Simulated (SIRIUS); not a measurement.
# ZnSe (Stilleite) (F-43m) in SIRIUS: notebook, part 6 of 8

SIRIUS 7.12.0.

## 12. Equation of state, PBE, 21.85 Å³/atom (volume scaled by 0.96)

Input file sirius.json:

```json
{
  "control": {
    "processing_unit": "cpu",
    "std_evp_solver_name": "lapack",
    "gen_evp_solver_name": "lapack",
    "verbosity": 2,
    "print_forces": false,
    "ortho_rf": true,
    "use_second_variation": true,
    "rmt_max": 3.0,
    "num_bands_to_print": 24,
    "save_wf": true
  },
  "parameters": {
    "electronic_structure_method": "full_potential_lapwlo",
    "xc_functionals": ["XC_GGA_X_PBE", "XC_GGA_C_PBE"],
    "core_relativity": "dirac",
    "valence_relativity": "iora",
    "num_fv_states": 29,
    "smearing": "fermi_dirac",
    "smearing_width": 0.0018374661,
    "pw_cutoff": 20,
    "gk_cutoff": 3.77,
    "lmax_apw": 10,
    "lmax_rho": 8,
    "lmax_pot": 8,
    "num_mag_dims": 0,
    "auto_rmt": 0,
    "ngridk": [8, 8, 8],
    "shiftk": [0, 0, 0],
    "num_dft_iter": 80,
    "energy_tol": 1e-07,
    "density_tol": 1e-05,
    "use_symmetry": true
  },
  "settings": {"tol_ne": 1e-10},
  "iterative_solver": {"type": "exact"},
  "mixer": {"type": "anderson", "beta": 0.5, "max_history": 8},
  "unit_cell": {
    "lattice_vectors": [[0.0, 5.282730724, 5.282730724], [5.282730724, 0.0, 5.282730724], [5.282730724, 5.282730724, 0.0]],
    "atom_types": ["Se", "Zn"],
    "atom_files": {"Se": "Se.json", "Zn": "Zn.json"},
    "atoms": {"Se": [[0.75, 0.75, 0.75]], "Zn": [[0.0, 0.0, 0.0]]}
  }
}
```

Input file Se.json:

```json
{
  "name": "selenium",
  "symbol": "Se",
  "number": 34,
  "mass": 78.96,
  "rmin": 1e-06,
  "rmt": 2.23,
  "nrmt": 800,
  "rinf": 13.6,
  "core": "1s2s2p",
  "valence": [
    {"basis": [{"enu": -0.05, "dme": 0, "n": 0, "auto": 0}, {"enu": -0.05, "dme": 1, "n": 0, "auto": 0}]},
    {"l": 0, "n": 1, "basis": [{"enu": -0.0983, "dme": 0, "n": 0, "auto": 0}]},
    {"l": 1, "n": 2, "basis": [{"enu": 0.05, "dme": 0, "n": 0, "auto": 0}]},
    {"l": 2, "n": 3, "basis": [{"enu": 0.05, "dme": 0, "n": 0, "auto": 0}]},
    {"l": 3, "n": 4, "basis": [{"enu": 0.05, "dme": 0, "n": 0, "auto": 0}]}
  ],
  "lo": [
    {
      "l": 0,
      "basis": [{"enu": -0.0983, "dme": 0, "n": 0, "auto": 0}, {"enu": -0.0983, "dme": 1, "n": 0, "auto": 0}]
    },
    {
      "l": 0,
      "basis": [{"enu": -0.0983, "dme": 1, "n": 0, "auto": 0}, {"enu": -0.0983, "dme": 2, "n": 0, "auto": 0}]
    },
    {
      "l": 0,
      "basis": [{"enu": -7.5018, "dme": 0, "n": 3, "auto": 1}, {"enu": -7.5018, "dme": 1, "n": 3, "auto": 1}]
    },
    {
      "l": 0,
      "basis": [{"enu": -0.0983, "dme": 0, "n": 0, "auto": 0}, {"enu": 2.3147, "dme": 0, "n": 0, "auto": 0}]
    },
    {"l": 1, "basis": [{"enu": 0.05, "dme": 0, "n": 0, "auto": 0}, {"enu": 0.05, "dme": 1, "n": 0, "auto": 0}]},
    {
      "l": 1,
      "basis": [{"enu": -5.3106, "dme": 0, "n": 3, "auto": 1}, {"enu": -5.3106, "dme": 1, "n": 3, "auto": 1}]
    },
    {
      "l": 1,
      "basis": [{"enu": -5.3106, "dme": 1, "n": 3, "auto": 1}, {"enu": 0.05, "dme": 0, "n": 0, "auto": 0}]
    },
    {"l": 1, "basis": [{"enu": 0.05, "dme": 0, "n": 0, "auto": 0}, {"enu": 3.7501, "dme": 0, "n": 0, "auto": 0}]},
    {"l": 2, "basis": [{"enu": 0.05, "dme": 0, "n": 0, "auto": 0}, {"enu": 0.05, "dme": 1, "n": 0, "auto": 0}]},
    {
      "l": 2,
      "basis": [{"enu": -1.6695, "dme": 0, "n": 3, "auto": 1}, {"enu": -1.6695, "dme": 1, "n": 3, "auto": 1}]
    },
    {
      "l": 2,
      "basis": [{"enu": -1.6695, "dme": 1, "n": 3, "auto": 1}, {"enu": 0.05, "dme": 0, "n": 0, "auto": 0}]
    },
    {"l": 2, "basis": [{"enu": 0.05, "dme": 0, "n": 0, "auto": 0}, {"enu": 4.2327, "dme": 0, "n": 0, "auto": 0}]},
    {"l": 3, "basis": [{"enu": 0.05, "dme": 0, "n": 0, "auto": 0}, {"enu": 0.05, "dme": 1, "n": 0, "auto": 0}]},
    {"l": 3, "basis": [{"enu": 0.05, "dme": 0, "n": 0, "auto": 0}, {"enu": 3.549, "dme": 0, "n": 0, "auto": 0}]}
  ],
  "free_atom": [... radial grid and density of the free atom, the start of the SCF ...]
}
```

Input file Zn.json:

```json
{
  "name": "zinc",
  "symbol": "Zn",
  "number": 30,
  "mass": 65.38,
  "rmin": 1e-06,
  "rmt": 2.23,
  "nrmt": 800,
  "rinf": 14.28,
  "core": "1s2s2p",
  "valence": [
    {"basis": [{"enu": -0.05, "dme": 0, "n": 0, "auto": 0}, {"enu": -0.05, "dme": 1, "n": 0, "auto": 0}]},
    {"l": 0, "n": 1, "basis": [{"enu": 0.05, "dme": 0, "n": 0, "auto": 0}]},
    {"l": 1, "n": 2, "basis": [{"enu": 0.05, "dme": 0, "n": 0, "auto": 0}]},
    {"l": 2, "n": 3, "basis": [{"enu": 0.0219, "dme": 0, "n": 0, "auto": 0}]},
    {"l": 3, "n": 4, "basis": [{"enu": 0.05, "dme": 0, "n": 0, "auto": 0}]}
  ],
  "lo": [
    {"l": 0, "basis": [{"enu": 0.05, "dme": 0, "n": 0, "auto": 0}, {"enu": 0.05, "dme": 1, "n": 0, "auto": 0}]},
    {
      "l": 0,
      "basis": [{"enu": -4.4369, "dme": 0, "n": 3, "auto": 1}, {"enu": -4.4369, "dme": 1, "n": 3, "auto": 1}]
    },
    {
      "l": 0,
      "basis": [{"enu": -4.4369, "dme": 1, "n": 3, "auto": 1}, {"enu": 0.05, "dme": 0, "n": 0, "auto": 0}]
    },
    {"l": 0, "basis": [{"enu": 0.05, "dme": 0, "n": 0, "auto": 0}, {"enu": 3.2674, "dme": 0, "n": 0, "auto": 0}]},
    {"l": 1, "basis": [{"enu": 0.05, "dme": 0, "n": 0, "auto": 0}, {"enu": 0.05, "dme": 1, "n": 0, "auto": 0}]},
    {
      "l": 1,
      "basis": [{"enu": -2.7779, "dme": 0, "n": 3, "auto": 1}, {"enu": -2.7779, "dme": 1, "n": 3, "auto": 1}]
    },
    {
      "l": 1,
      "basis": [{"enu": -2.7779, "dme": 1, "n": 3, "auto": 1}, {"enu": 0.05, "dme": 0, "n": 0, "auto": 0}]
    },
    {"l": 1, "basis": [{"enu": 0.05, "dme": 0, "n": 0, "auto": 0}, {"enu": 3.7501, "dme": 0, "n": 0, "auto": 0}]},
    {
      "l": 2,
      "basis": [{"enu": 0.0219, "dme": 0, "n": 0, "auto": 0}, {"enu": 0.0219, "dme": 1, "n": 0, "auto": 0}]
    },
    {
      "l": 2,
      "basis": [{"enu": 0.0219, "dme": 1, "n": 0, "auto": 0}, {"enu": 0.0219, "dme": 2, "n": 0, "auto": 0}]
    },
    {
      "l": 2,
      "basis": [{"enu": 0.0219, "dme": 0, "n": 0, "auto": 0}, {"enu": 3.159, "dme": 0, "n": 0, "auto": 0}]
    },
    {"l": 3, "basis": [{"enu": 0.05, "dme": 0, "n": 0, "auto": 0}, {"enu": 0.05, "dme": 1, "n": 0, "auto": 0}]},
    {"l": 3, "basis": [{"enu": 0.05, "dme": 0, "n": 0, "auto": 0}, {"enu": 3.549, "dme": 0, "n": 0, "auto": 0}]}
  ],
  "free_atom": [... radial grid and density of the free atom, the start of the SCF ...]
}
```

Input file sirius_start.json:

```json
{
  "control": {
    "processing_unit": "cpu",
    "std_evp_solver_name": "lapack",
    "gen_evp_solver_name": "lapack",
    "verbosity": 1,
    "print_forces": false,
    "ortho_rf": true,
    "use_second_variation": true,
    "rmt_max": 3.0,
    "num_bands_to_print": 24,
    "save_wf": false
  },
  "parameters": {
    "electronic_structure_method": "full_potential_lapwlo",
    "xc_functionals": ["XC_LDA_X", "XC_LDA_C_PW"],
    "core_relativity": "dirac",
    "valence_relativity": "iora",
    "num_fv_states": 29,
    "smearing": "fermi_dirac",
    "smearing_width": 0.0055123983,
    "pw_cutoff": 20,
    "gk_cutoff": 3.01,
    "lmax_apw": 10,
    "lmax_rho": 8,
    "lmax_pot": 8,
    "num_mag_dims": 0,
    "auto_rmt": 0,
    "ngridk": [3, 3, 3],
    "shiftk": [0, 0, 0],
    "num_dft_iter": 30,
    "energy_tol": 0.01,
    "density_tol": 0.05,
    "use_symmetry": true
  },
  "settings": {"tol_ne": 1e-10},
  "iterative_solver": {"type": "exact"},
  "mixer": {"type": "anderson", "beta": 0.5, "max_history": 8},
  "unit_cell": {
    "lattice_vectors": [[0.0, 5.282730724, 5.282730724], [5.282730724, 0.0, 5.282730724], [5.282730724, 5.282730724, 0.0]],
    "atom_types": ["Se", "Zn"],
    "atom_files": {"Se": "Se.json", "Zn": "Zn.json"},
    "atoms": {"Se": [[0.75, 0.75, 0.75]], "Zn": [[0.0, 0.0, 0.0]]}
  }
}
```

Potentials or basis: all-electron FP-LAPW, apw+lo standard.

Command:

```console
OMP_NUM_THREADS=1 sirius.scf --input=sirius_start.json --output=start.json
OMP_NUM_THREADS=1 sirius.scf --input=sirius.json --output=output.json --task=1
```

Wall time 57 s (1 thread of Arm Neoverse V1, shared host); peak memory 0.45 GiB.

It converged, with:

```
Free energy                                       : -115005.7539 eV
Band gap on the k mesh                            : 1.45 eV, direct
All electrons inside the program's atomic spheres : Se 32.09; Zn 28.63 (radii Se 2.23, Zn 2.23 bohr)
```

## 13. Equation of state, PBE, 22.30 Å³/atom (volume scaled by 0.98)

sirius.json, as its differences from that of step 12:

```diff
@@ -39,3 +39,3 @@
   "unit_cell": {
-    "lattice_vectors": [[0.0, 5.282730724, 5.282730724], [5.282730724, 0.0, 5.282730724], [5.282730724, 5.282730724, 0.0]],
+    "lattice_vectors": [[0.0, 5.3191645011, 5.3191645011], [5.3191645011, 0.0, 5.3191645011], [5.3191645011, 5.3191645011, 0.0]],
     "atom_types": ["Se", "Zn"],
```

Input file Se.json:

```json
{
  "name": "selenium",
  "symbol": "Se",
  "number": 34,
  "mass": 78.96,
  "rmin": 1e-06,
  "rmt": 2.23,
  "nrmt": 800,
  "rinf": 13.6,
  "core": "1s2s2p",
  "valence": [
    {"basis": [{"enu": -0.06, "dme": 0, "n": 0, "auto": 0}, {"enu": -0.06, "dme": 1, "n": 0, "auto": 0}]},
    {"l": 0, "n": 1, "basis": [{"enu": -0.1083, "dme": 0, "n": 0, "auto": 0}]},
    {"l": 1, "n": 2, "basis": [{"enu": 0.04, "dme": 0, "n": 0, "auto": 0}]},
    {"l": 2, "n": 3, "basis": [{"enu": 0.04, "dme": 0, "n": 0, "auto": 0}]},
    {"l": 3, "n": 4, "basis": [{"enu": 0.04, "dme": 0, "n": 0, "auto": 0}]}
  ],
  "lo": [
    {
      "l": 0,
      "basis": [{"enu": -0.1083, "dme": 0, "n": 0, "auto": 0}, {"enu": -0.1083, "dme": 1, "n": 0, "auto": 0}]
    },
    {
      "l": 0,
      "basis": [{"enu": -0.1083, "dme": 1, "n": 0, "auto": 0}, {"enu": -0.1083, "dme": 2, "n": 0, "auto": 0}]
    },
    {
      "l": 0,
      "basis": [{"enu": -7.5118, "dme": 0, "n": 3, "auto": 1}, {"enu": -7.5118, "dme": 1, "n": 3, "auto": 1}]
    },
    {
      "l": 0,
      "basis": [{"enu": -0.1083, "dme": 0, "n": 0, "auto": 0}, {"enu": 2.3047, "dme": 0, "n": 0, "auto": 0}]
    },
    {"l": 1, "basis": [{"enu": 0.04, "dme": 0, "n": 0, "auto": 0}, {"enu": 0.04, "dme": 1, "n": 0, "auto": 0}]},
    {
      "l": 1,
      "basis": [{"enu": -5.3206, "dme": 0, "n": 3, "auto": 1}, {"enu": -5.3206, "dme": 1, "n": 3, "auto": 1}]
    },
    {
      "l": 1,
      "basis": [{"enu": -5.3206, "dme": 1, "n": 3, "auto": 1}, {"enu": 0.04, "dme": 0, "n": 0, "auto": 0}]
    },
    {"l": 1, "basis": [{"enu": 0.04, "dme": 0, "n": 0, "auto": 0}, {"enu": 3.7401, "dme": 0, "n": 0, "auto": 0}]},
    {"l": 2, "basis": [{"enu": 0.04, "dme": 0, "n": 0, "auto": 0}, {"enu": 0.04, "dme": 1, "n": 0, "auto": 0}]},
    {
      "l": 2,
      "basis": [{"enu": -1.6795, "dme": 0, "n": 3, "auto": 1}, {"enu": -1.6795, "dme": 1, "n": 3, "auto": 1}]
    },
    {
      "l": 2,
      "basis": [{"enu": -1.6795, "dme": 1, "n": 3, "auto": 1}, {"enu": 0.04, "dme": 0, "n": 0, "auto": 0}]
    },
    {"l": 2, "basis": [{"enu": 0.04, "dme": 0, "n": 0, "auto": 0}, {"enu": 4.2227, "dme": 0, "n": 0, "auto": 0}]},
    {"l": 3, "basis": [{"enu": 0.04, "dme": 0, "n": 0, "auto": 0}, {"enu": 0.04, "dme": 1, "n": 0, "auto": 0}]},
    {"l": 3, "basis": [{"enu": 0.04, "dme": 0, "n": 0, "auto": 0}, {"enu": 3.539, "dme": 0, "n": 0, "auto": 0}]}
  ],
  "free_atom": [... radial grid and density of the free atom, the start of the SCF ...]
}
```

Input file Zn.json:

```json
{
  "name": "zinc",
  "symbol": "Zn",
  "number": 30,
  "mass": 65.38,
  "rmin": 1e-06,
  "rmt": 2.23,
  "nrmt": 800,
  "rinf": 14.28,
  "core": "1s2s2p",
  "valence": [
    {"basis": [{"enu": -0.06, "dme": 0, "n": 0, "auto": 0}, {"enu": -0.06, "dme": 1, "n": 0, "auto": 0}]},
    {"l": 0, "n": 1, "basis": [{"enu": 0.04, "dme": 0, "n": 0, "auto": 0}]},
    {"l": 1, "n": 2, "basis": [{"enu": 0.04, "dme": 0, "n": 0, "auto": 0}]},
    {"l": 2, "n": 3, "basis": [{"enu": 0.012, "dme": 0, "n": 0, "auto": 0}]},
    {"l": 3, "n": 4, "basis": [{"enu": 0.04, "dme": 0, "n": 0, "auto": 0}]}
  ],
  "lo": [
    {"l": 0, "basis": [{"enu": 0.04, "dme": 0, "n": 0, "auto": 0}, {"enu": 0.04, "dme": 1, "n": 0, "auto": 0}]},
    {
      "l": 0,
      "basis": [{"enu": -4.4469, "dme": 0, "n": 3, "auto": 1}, {"enu": -4.4469, "dme": 1, "n": 3, "auto": 1}]
    },
    {
      "l": 0,
      "basis": [{"enu": -4.4469, "dme": 1, "n": 3, "auto": 1}, {"enu": 0.04, "dme": 0, "n": 0, "auto": 0}]
    },
    {"l": 0, "basis": [{"enu": 0.04, "dme": 0, "n": 0, "auto": 0}, {"enu": 3.2574, "dme": 0, "n": 0, "auto": 0}]},
    {"l": 1, "basis": [{"enu": 0.04, "dme": 0, "n": 0, "auto": 0}, {"enu": 0.04, "dme": 1, "n": 0, "auto": 0}]},
    {
      "l": 1,
      "basis": [{"enu": -2.7879, "dme": 0, "n": 3, "auto": 1}, {"enu": -2.7879, "dme": 1, "n": 3, "auto": 1}]
    },
    {
      "l": 1,
      "basis": [{"enu": -2.7879, "dme": 1, "n": 3, "auto": 1}, {"enu": 0.04, "dme": 0, "n": 0, "auto": 0}]
    },
    {"l": 1, "basis": [{"enu": 0.04, "dme": 0, "n": 0, "auto": 0}, {"enu": 3.7401, "dme": 0, "n": 0, "auto": 0}]},
    {"l": 2, "basis": [{"enu": 0.012, "dme": 0, "n": 0, "auto": 0}, {"enu": 0.012, "dme": 1, "n": 0, "auto": 0}]},
    {"l": 2, "basis": [{"enu": 0.012, "dme": 1, "n": 0, "auto": 0}, {"enu": 0.012, "dme": 2, "n": 0, "auto": 0}]},
    {"l": 2, "basis": [{"enu": 0.012, "dme": 0, "n": 0, "auto": 0}, {"enu": 3.149, "dme": 0, "n": 0, "auto": 0}]},
    {"l": 3, "basis": [{"enu": 0.04, "dme": 0, "n": 0, "auto": 0}, {"enu": 0.04, "dme": 1, "n": 0, "auto": 0}]},
    {"l": 3, "basis": [{"enu": 0.04, "dme": 0, "n": 0, "auto": 0}, {"enu": 3.539, "dme": 0, "n": 0, "auto": 0}]}
  ],
  "free_atom": [... radial grid and density of the free atom, the start of the SCF ...]
}
```

sirius_start.json, as its differences from that of step 12:

```diff
@@ -39,3 +39,3 @@
   "unit_cell": {
-    "lattice_vectors": [[0.0, 5.282730724, 5.282730724], [5.282730724, 0.0, 5.282730724], [5.282730724, 5.282730724, 0.0]],
+    "lattice_vectors": [[0.0, 5.3191645011, 5.3191645011], [5.3191645011, 0.0, 5.3191645011], [5.3191645011, 5.3191645011, 0.0]],
     "atom_types": ["Se", "Zn"],
```

Command:

```console
OMP_NUM_THREADS=1 sirius.scf --input=sirius_start.json --output=start.json
OMP_NUM_THREADS=1 sirius.scf --input=sirius.json --output=output.json --task=1
```

It took 60 s on 1 thread of Arm Neoverse V1, shared host; peak memory 0.46 GiB.

It converged, with:

```yaml
Free_energy: -115005.7779 eV
Band_gap_on_the_k_mesh: 1.37 eV, direct
All_electrons_inside_the_program's_atomic_spheres: Se 32.08; Zn 28.61 (radii Se 2.23, Zn 2.23 bohr)
```

(Part 6 of 8 ends here.)
